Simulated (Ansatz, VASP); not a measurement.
## SrO: VASP beside Ansatz

```xyz
2
Lattice="0.0000 2.6119 2.6119 2.6119 0.0000 2.6119 2.6119 2.6119 0.0000" Properties=species:S:1:pos:R:3 pbc="T T T"
Sr    0.0000    0.0000    0.0000
O     2.6119    2.6119    2.6119
```

Change from the starting cell: volume scaled by 1.05.

Alike in both runs: task single point; functional LDA; k mesh 8 × 8 × 8; occupations fermi-dirac, width 0.02 eV; no spin polarisation.

```csv
,VASP,Ansatz
version,VASP 6.6.1,Ansatz 0.2.0
potentials or method,"VASP PAW LDA potentials, release 64 (Sr_sv, O), cutoff 520 eV","all-electron LAPW, scalar-relativistic"
```

|  | VASP | Ansatz | Ansatz less VASP |
| --- | --- | --- | --- |
| gap on the k mesh at the Fermi level (eV) | 3.13 | 3.18 | +0.053 |
| pressure (GPa) | -7.3 | -7.9 | -0.54 |

Ansatz ran all-electron here, so the differences hold the error of VASP's frozen core and of both bases.

A k mesh can miss the band edges.
